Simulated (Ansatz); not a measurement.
**TiO2: from a guess to a relaxed structure**

Aim: relax a trial structure of TiO2 and see where it ends.

Program: Ansatz 0.2.0. Level of theory: DFT PBE+D3(BJ), scalar-relativistic, plane waves, PAW. These are calculated values, not measurements.

**1. The system as given**

It takes space group P6_3/mmc (No. 194, hexagonal). Conventional cell: a = 2.877 Å, b = 2.877 Å, c = 10.166 Å, α = 90.00°, β = 90.00°, γ = 120.00°. Ti (site symmetry -6m2) is surrounded by 6 O at 2.07 Å. O (site symmetry 3m) is surrounded by 3 Ti at 2.07 Å.

Coordinates:

```cif
data_structure
_symmetry_space_group_name_H-M 'P 1'
_symmetry_Int_Tables_number 1
_cell_length_a 2.8769
_cell_length_b 2.8769
_cell_length_c 10.1663
_cell_angle_alpha 90.000
_cell_angle_beta 90.000
_cell_angle_gamma 120.000
_cell_volume 72.87
loop_
_atom_site_label
_atom_site_type_symbol
_atom_site_fract_x
_atom_site_fract_y
_atom_site_fract_z
_atom_site_occupancy
Ti1 Ti 0.66667 0.33333 0.75000 1
Ti2 Ti 0.33333 0.66667 0.25000 1
O1 O 0.33333 0.66667 0.87163 1
O2 O 0.33333 0.66667 0.62837 1
O3 O 0.66667 0.33333 0.12837 1
O4 O 0.66667 0.33333 0.37163 1
```

Recipe of the guess: sheets of the TiO2 type stacked in turn (P6_3/mmc, No. 194). The dimensions are guesses.

**2. The guess as it stands, on a coarse mesh**

Contents of input.yaml:

```yaml
crystal:
  lattice:
    - [2.87694798, 0.0, 0.0]
    - [-1.43847399, 2.49151003, 0.0]
    - [0.0, 0.0, 10.16630457]
  atoms:
    - { symbol: Ti, position: [0.66666667, 0.33333333, 0.75], spin: 1.0 }
    - { symbol: Ti, position: [0.33333333, 0.66666667, 0.25], spin: 1.0 }
    - { symbol: O, position: [0.33333333, 0.66666667, 0.87163477] }
    - { symbol: O, position: [0.33333333, 0.66666667, 0.62836523] }
    - { symbol: O, position: [0.66666667, 0.33333333, 0.12836523] }
    - { symbol: O, position: [0.66666667, 0.33333333, 0.37163477] }
basis:
  ecutwfc: 420
kpoints:
  mp_grid: { grid: [6, 6, 2] }
hamiltonian:
  xc: pbe
  dispersion: d3bj
scf:
  occupations: { method: gaussian, width: 0.1 }
  lower_state_search: "off"
output:
  forces: true
  stress: true
  eigenvalues: true
  populations: true
magnetization:
  spin_polarized: true
```

The run is started by

```sh
ansatz run input.yaml --threads 1 --pin off --max-ram 2560MiB --backend cpu --events-out ev --progress --plain --runs-dir out
```

The session goes on with these runs: a loose first relaxation; relaxation on the finer mesh.

Q: Predict the outcome of this session. Wanted: conventional cell; volume; energy over the elements; gap on the mesh.

The runs gave:

```
                                                              quantity                                                                       value
                                symmetry at the end (tolerance 0.02 Å)                                              space group P6_3/mmc (No. 194)
                                                     conventional cell  a = 2.871 Å, b = 2.871 Å, c = 9.478 Å, α = 90.00°, β = 90.00°, γ = 120.00°
                                                                volume                                                               11.28 Å³/atom
energy over the elements (uncorrected; H, N, O, F and Cl as molecules)                                                               -2.45 eV/atom
                                                       gap on the mesh                                                                     0.55 eV
```

**Reading.** The space group P6_3/mmc (No. 194) is kept, and the volume per atom shrinks by 7.1 % from the first guess. It lies below the elements, which doesn't yet make it stable: competing phases were not computed in this session. No finished test with a distortion of lower symmetry is shown, so the end may be a saddle point. Other magnetic orders were not searched.
